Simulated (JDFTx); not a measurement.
# Hf (P6_3/mmc) in JDFTx: a series of runs

The runs below take Hf through single point, with PBE.

Program: JDFTx 1.7.0 (patched build). These are calculated values, not measurements. Logs are shortened: lines on timing, memory, paths and dates and some standing lists are left out, and cuts for length are marked. The log counts tension as positive stress, the text compression.

## 1. The crystal as given

It takes space group P6_3/mmc (No. 194, hexagonal). Conventional cell: a = 3.197 Å, b = 3.197 Å, c = 5.058 Å, α = 90.00°, β = 90.00°, γ = 120.00°. Hf (site symmetry -6m2) has 12 Hf at 3.13 to 3.20 Å as nearest neighbours.

## 2. Single point, PBE

Input file Hf.in:

```
include Hf.lattice
coords-type Lattice
include Hf.ionpos

ion-species pseudo/Hf.upf
elec-cutoff 29 232
elec-ex-corr gga-PBE
kpoint-folding 10 10 5
elec-smearing Fermi 0.0018374661
elec-n-bands 18
electronic-SCF nIterations 100 energyDiffThreshold 1e-09
electronic-minimize nIterations 30 energyDiffThreshold 1e-7
converge-empty-states yes
forces-output-coords Cartesian

dump-name run.$VAR
dump End Ecomponents EigStats BandEigs Kpoints Forces Stress ElecDensity
```

Input file Hf.lattice:

```
lattice \
    6.0408875026    -3.0204437513     0.0000000000 \
    0.0000000000     5.2315620387     0.0000000000 \
    0.0000000000     0.0000000000     9.5578567931
```

Input file Hf.ionpos:

```
ion Hf     0.6666666667     0.3333333333     0.7500000000 1
ion Hf     0.3333333333     0.6666666667     0.2500000000 1
```

Potentials or basis: PseudoDojo-SR-PBE-0.4.1-standard with smoothed tails.

Launch:

```sh
> jdftx -c 1 -i Hf.in -o Hf.out
```

Log:

```text
*************** JDFTx 1.7.0 (patched build) ***************

Input parsed successfully to the following command list (including defaults):

basis kpoint-dependent
converge-empty-states yes
coords-type Lattice
core-overlap-check vector
coulomb-interaction Periodic
davidson-band-ratio 1.1
dump End Forces ElecDensity BandEigs EigStats Ecomponents Stress Kpoints
dump-name run.$VAR
elec-cutoff 29 232
elec-eigen-algo Davidson
elec-ex-corr gga-PBE
elec-n-bands 18 1
elec-smearing Fermi 0.00183747
electronic-minimize  \
	dirUpdateScheme      FletcherReeves \
	linminMethod         DirUpdateRecommended \
	nIterations          30 \
	history              15 \
	knormThreshold       0 \
	maxThreshold         no \
	energyDiffThreshold  1e-07 \
	nEnergyDiff          2 \
	convergeAll          no \
	alphaTstart          1 \
	alphaTmin            1e-10 \
	updateTestStepSize   yes \
	alphaTreduceFactor   0.1 \
	alphaTincreaseFactor 3 \
	nAlphaAdjustMax      3 \
	wolfeEnergy          0.0001 \
	wolfeGradient        0.9 \
	abortOnFailedStep    no \
	fdTest               no
electronic-scf  \
	nIterations	100 \
	energyDiffThreshold	1e-09 \
	residualThreshold	1e-07 \
	mixFraction	0.5 \
	qMetric	0.8 \
	history	10 \
	nEigSteps	2 \
	eigDiffThreshold	1e-08 \
	mixedVariable	Density \
	qKerker	0.8 \
	qKappa	-1 \
	verbose	no \
	mixFractionMag	1.5
exchange-regularization WignerSeitzTruncated
fluid None
fluid-ex-corr lda-TF lda-PZ
fluid-gummel-loop 10 1.000000e-05
fluid-minimize  \
	dirUpdateScheme      PolakRibiere \
	linminMethod         DirUpdateRecommended \
	nIterations          100 \
	history              15 \
	knormThreshold       0 \
	maxThreshold         no \
	energyDiffThreshold  0 \
	nEnergyDiff          2 \
	convergeAll          no \
	alphaTstart          1 \
	alphaTmin            1e-10 \
	updateTestStepSize   yes \
	alphaTreduceFactor   0.1 \
	alphaTincreaseFactor 3 \
	nAlphaAdjustMax      3 \
	wolfeEnergy          0.0001 \
	wolfeGradient        0.9 \
	abortOnFailedStep    no \
	fdTest               no
fluid-solvent H2O 55.338 ScalarEOS \
	epsBulk 78.4 \
	pMol 0.92466 \
	epsInf 1.77 \
	Pvap 1.06736e-10 \
	sigmaBulk 4.62e-05 \
	Rvdw 2.61727 \
	Res 1.42 \
	tauNuc 343133 \
	poleEl 15 7 1
forces-output-coords Cartesian
ion Hf   0.666666666700000   0.333333333300000   0.750000000000000 1
ion Hf   0.333333333300000   0.666666666700000   0.250000000000000 1
ion-species pseudo/Hf.upf
ion-width 0
ionic-minimize  \
	dirUpdateScheme      L-BFGS \
	linminMethod         DirUpdateRecommended \
	nIterations          0 \
	history              15 \
	knormThreshold       0.0001 \
	maxThreshold         no \
	energyDiffThreshold  1e-06 \
	nEnergyDiff          2 \
	convergeAll          no \
	alphaTstart          1 \
	alphaTmin            1e-10 \
	updateTestStepSize   yes \
	alphaTreduceFactor   0.1 \
	alphaTincreaseFactor 3 \
	nAlphaAdjustMax      3 \
	wolfeEnergy          0.0001 \
	wolfeGradient        0.9 \
	abortOnFailedStep    no \
	fdTest               no
kpoint   0.000000000000   0.000000000000   0.000000000000  1.00000000000000
kpoint-folding 10 10 5
latt-move-scale 1 1 1
latt-scale 1 1 1
lattice  \
	   6.040887502600000   -3.020443751300000    0.000000000000000  \
	   0.000000000000000    5.231562038700000    0.000000000000000  \
	   0.000000000000000    0.000000000000000    9.557856793099999
lattice-minimize  \
	dirUpdateScheme      L-BFGS \
	linminMethod         DirUpdateRecommended \
	nIterations          0 \
	history              15 \
	knormThreshold       0 \
	maxThreshold         no \
	energyDiffThreshold  1e-06 \
	nEnergyDiff          2 \
	convergeAll          no \
	alphaTstart          1 \
	alphaTmin            1e-10 \
	updateTestStepSize   yes \
	alphaTreduceFactor   0.1 \
	alphaTincreaseFactor 3 \
	nAlphaAdjustMax      3 \
	wolfeEnergy          0.0001 \
	wolfeGradient        0.9 \
	abortOnFailedStep    no \
	fdTest               no
lcao-params -1 1e-06 0.00183747
pcm-variant GLSSA13
perturb-minimize  \
	nIterations            0 \
	algorithm              MINRES \
	residualTol            0.0001 \
	residualDiffThreshold  0.0001 \
	CGBypass               no \
	recomputeResidual      no
spintype no-spin
subspace-rotation-factor 1 yes
symmetries automatic
symmetry-threshold 0.0001

---------- Setting up symmetries ----------

Found 24 point-group symmetries of the bravais lattice
Found 24 space-group symmetries with basis
Applied RMS atom displacement 3.48771e-10 bohrs to make symmetries exact.

---------- Initializing the Grid ----------
R =
[      6.04089     -3.02044            0  ]
[            0      5.23156            0  ]
[            0            0      9.55786  ]
unit cell volume = 302.06
G =
[    1.04011   0.600508         -0  ]
[          0    1.20102          0  ]
[          0         -0   0.657384  ]
Minimum fftbox size, Smin = [  44  44  68  ]
Chosen fftbox size, S = [  48  48  70  ]

---------- Initializing tighter grid for wavefunction operations ----------
R =
[      6.04089     -3.02044            0  ]
[            0      5.23156            0  ]
[            0            0      9.55786  ]
unit cell volume = 302.06
G =
[    1.04011   0.600508         -0  ]
[          0    1.20102          0  ]
[          0         -0   0.657384  ]
Minimum fftbox size, Smin = [  32  32  48  ]
Chosen fftbox size, S = [  32  32  48  ]

---------- Exchange Correlation functional ----------
Initalized PBE GGA exchange.
Initalized PBE GGA correlation.

---------- Setting up pseudopotentials ----------
Width of ionic core gaussian charges (only for fluid interactions / plotting) set to 0

Reading pseudopotential file 'pseudo/Hf.upf':
  'Hf' pseudopotential, 'PBE' functional
  Generated using ONCVPSP code by D. R. Hamann
  12 valence electrons, 4 orbitals, 8 projectors, 1001 radial grid points, with lMax = 3
    5S    l: 0   occupation:  2.0   eigenvalue: -2.462799
    5P    l: 1   occupation:  6.0   eigenvalue: -1.307320
    5D    l: 2   occupation:  2.0   eigenvalue: -0.098817
    6S    l: 0   occupation:  2.0   eigenvalue: -0.187732
  Core radius for overlap checks: 2.38 bohrs.

Initialized 1 species with 2 total atoms.

Folded 1 k-points by 10x10x5 to 500 k-points.

---------- Setting up k-points, bands, fillings ----------
Reduced to 42 k-points under symmetry.
Computing the number of bands and number of electrons
Calculating initial fillings.
nElectrons:  24.000000   nBands: 18   nStates: 42

----- Setting up reduced wavefunction bases (one per k-point) -----
average nbasis = 2253.050 , ideal nbasis = 2253.116

---------- Setting up ewald sum ----------
Optimum gaussian width for ewald sums = 2.384712 bohr.
Real space sum over 1521 unit cells with max indices [  6  6  4  ]
Reciprocal space sum over 2057 terms with max indices [  5  5  8  ]

---------- Allocating electronic variables ----------
Initializing wave functions:  linear combination of atomic orbitals
Hf pseudo-atom occupations:   s ( 2 2 )  p ( 6 )  d ( 2 )
	FillingsUpdate:  mu: +0.560957472  nElectrons: 24.000000
LCAOMinimize: Iter:   0  F: -100.1156482639987502  |grad|_K:  5.013e-05  alpha:  1.000e+00
	FillingsUpdate:  mu: +0.560971259  nElectrons: 24.000000
LCAOMinimize: Iter:   1  F: -100.1156702771003921  |grad|_K:  1.450e-06  alpha:  9.450e-01  linmin:  3.505e-02  cgtest: -2.361e-01
	FillingsUpdate:  mu: +0.560970215  nElectrons: 24.000000
LCAOMinimize: Iter:   2  F: -100.1156702931426565  |grad|_K:  4.026e-07  alpha:  8.859e-01  linmin: -3.504e-04  cgtest:  2.343e-01
	FillingsUpdate:  mu: +0.560970351  nElectrons: 24.000000
LCAOMinimize: Iter:   3  F: -100.1156702945127108  |grad|_K:  1.929e-08  alpha:  9.142e-01  linmin:  5.428e-03  cgtest: -3.878e-02
LCAOMinimize: Converged (|Delta F|<1.000000e-06 for 2 iters).

-------- Electronic minimization -----------
Will mix electronic density at each iteration.
	FillingsUpdate:  mu: +0.560970351  nElectrons: 24.000000
	FillingsUpdate:  mu: +0.544406906  nElectrons: 24.000000
SCF: Cycle:  0   F: -100.168089842649096   dF: -5.242e-02   |Residual|: 5.968e-02   |deigs|: 1.334e-02
	FillingsUpdate:  mu: +0.540602765  nElectrons: 24.000000
SCF: Cycle:  1   F: -100.170241933719581   dF: -2.152e-03   |Residual|: 3.497e-02   |deigs|: 1.014e-02
	FillingsUpdate:  mu: +0.536279436  nElectrons: 24.000000
SCF: Cycle:  2   F: -100.170985879277978   dF: -7.439e-04   |Residual|: 8.433e-03   |deigs|: 1.224e-02
	FillingsUpdate:  mu: +0.537802135  nElectrons: 24.000000
SCF: Cycle:  3   F: -100.170997272437290   dF: -1.139e-05   |Residual|: 7.476e-03   |deigs|: 4.813e-03
	FillingsUpdate:  mu: +0.536865760  nElectrons: 24.000000
SCF: Cycle:  4   F: -100.171036393952235   dF: -3.912e-05   |Residual|: 1.146e-03   |deigs|: 2.718e-03
	FillingsUpdate:  mu: +0.536892826  nElectrons: 24.000000
SCF: Cycle:  5   F: -100.171037195832980   dF: -8.019e-07   |Residual|: 8.350e-04   |deigs|: 5.555e-05
	FillingsUpdate:  mu: +0.536975223  nElectrons: 24.000000
SCF: Cycle:  6   F: -100.171037802155325   dF: -6.063e-07   |Residual|: 1.551e-04   |deigs|: 2.401e-04
	FillingsUpdate:  mu: +0.536987911  nElectrons: 24.000000
SCF: Cycle:  7   F: -100.171037899097030   dF: -9.694e-08   |Residual|: 3.348e-05   |deigs|: 4.324e-05
	FillingsUpdate:  mu: +0.536989176  nElectrons: 24.000000
SCF: Cycle:  8   F: -100.171037925075098   dF: -2.598e-08   |Residual|: 1.556e-05   |deigs|: 1.776e-05
	FillingsUpdate:  mu: +0.536988833  nElectrons: 24.000000
SCF: Cycle:  9   F: -100.171037936703911   dF: -1.163e-08   |Residual|: 1.080e-05   |deigs|: 1.444e-05
	FillingsUpdate:  mu: +0.536987901  nElectrons: 24.000000
SCF: Cycle: 10   F: -100.171037939892926   dF: -3.189e-09   |Residual|: 3.111e-06   |deigs|: 1.012e-05
	FillingsUpdate:  mu: +0.536987650  nElectrons: 24.000000
SCF: Cycle: 11   F: -100.171037940901201   dF: -1.008e-09   |Residual|: 1.104e-06   |deigs|: 1.091e-05
	FillingsUpdate:  mu: +0.536987591  nElectrons: 24.000000
SCF: Cycle: 12   F: -100.171037941171235   dF: -2.700e-10   |Residual|: 6.732e-07   |deigs|: 9.230e-06
	FillingsUpdate:  mu: +0.536987623  nElectrons: 24.000000
SCF: Cycle: 13   F: -100.171037941258604   dF: -8.737e-11   |Residual|: 9.560e-07   |deigs|: 6.011e-06
SCF: Converged (|Delta E|<1.000000e-09 for 2 iters).

Setting wave functions to eigenvectors of Hamiltonian
Converging empty states (this may take a while): |deigs|: 2.841e-05

# Stress tensor in Cartesian coordinates [Eh/a0^3]:
[ -2.56491e-05            0            0  ]
[            0 -2.56491e-05            0  ]
[            0            0 -1.29778e-05  ]

# Ionic positions in lattice coordinates:
ion Hf   0.666666666666667   0.333333333333333   0.750000000000000 1
ion Hf   0.333333333333333   0.666666666666667   0.250000000000000 1

# Forces in Cartesian coordinates:
force Hf   0.000000000000000   0.000000000000000   0.000000000000000 1
force Hf  -0.000000000000000   0.000000000000000   0.000000000000000 1

# Energy components:
   Eewald =      -78.0846832096507910
       EH =       14.1630887511197034
     Eloc =      -54.7950584659409472
      Enl =        5.4567658338213265
      Exc =      -28.5066995581193581
 Exc_core =       12.6565418607061506
       KE =       28.9394130976569102
-------------------------------------
     Etot =     -100.1706316904070206
       TS =        0.0004062508515861
-------------------------------------
        F =     -100.1710379412586036

IonicMinimize: Iter:   0  F: -100.171037941258604  |grad|_K:  4.339e-36
IonicMinimize: Converged (|grad|_K<1.000000e-04).

#--- Lowdin population analysis ---
# oxidation-state Hf +0.073 +0.073

Dumping 'run.eigStats' ...
	eMin: -1.738561 at state 0 ( [ +0.000000 +0.000000 +0.000000 ] spin 0 )
	HOMO: +0.536758 at state 20 ( [ +0.100000 +0.100000 +0.400000 ] spin 0 )
	mu  : +0.536987
	LUMO: +0.537289 at state 19 ( [ +0.100000 +0.100000 +0.200000 ] spin 0 )
	eMax: +0.775520 at state 15 ( [ +0.000000 +0.500000 +0.000000 ] spin 0 )
	HOMO-LUMO gap: +0.000532
	Optical gap  : +0.010474 at state 35 ( [ +0.200000 +0.300000 +0.400000 ] spin 0 )
Done!
```

It took 64 s on 1 thread of Intel Xeon at 2.70GHz, shared host; peak memory 0.18 GiB.

Results:

```yaml
Free_energy: -2725.7928 eV
Pressure: 0.6 GPa
Band_gap_on_the_k_mesh: none (metal or under the smearing width)
```

Stress tensor (GPa, compression positive):
```
0.75 0.00 0.00
0.00 0.75 0.00
0.00 0.00 0.38
```

Levels at points of the mesh, in eV from the Fermi level:
```tsv
k point	band 10	band 11	band 12	band 13	band 14	band 15
(0.00, 0.00, 0.00)	-3.70	0.63	1.19	1.19	1.47	2.02
(0.00, 0.50, 0.00)	-2.74	-2.22	-0.80	0.80	0.88	1.69
```

The run has no spin-orbit coupling, so splittings on Hf are missing.

## 3. Single point, PBE, spin-orbit coupling, no magnetisation

Hf.in: that of step 2 with these lines changed.

```diff
@@ -9,4 +9,5 @@
 elec-smearing Fermi 0.0018374661
-elec-n-bands 18
-electronic-SCF nIterations 100 energyDiffThreshold 1e-09
+elec-n-bands 37
+spintype spin-orbit
+electronic-SCF nIterations 100 energyDiffThreshold 1e-08
 electronic-minimize nIterations 30 energyDiffThreshold 1e-7
```

Hf.lattice is that of step 2.

Hf.ionpos is that of step 2.

Potentials or basis: PseudoDojo-FR-PBE-0.4-standard with smoothed tails.

Launch:

```sh
> jdftx -c 1 -i Hf.in -o Hf.out
```

Run time: 3.6 min. Hardware: 1 thread of Intel Xeon at 2.70GHz, shared host; peak memory 0.36 GiB.

The run converged. Its results:

- Free energy: -2730.9078 eV
- Pressure: 0.5 GPa
- Band gap on the k mesh: none (metal or under the smearing width)

Stress tensor (GPa, compression positive):
```
0.64 0.00 0.00
0.00 0.64 0.00
0.00 0.00 0.28
```

Levels at points of the mesh, in eV from the Fermi level:
| k point | band 22 | band 23 | band 24 | band 25 | band 26 | band 27 |
| --- | --- | --- | --- | --- | --- | --- |
| (0.00, 0.00, 0.00) | 0.58 | 1.02 | 1.02 | 1.40 | 1.40 | 1.43 |
| (0.00, 0.50, 0.00) | -2.22 | -0.81 | -0.81 | 0.75 | 0.75 | 0.86 |
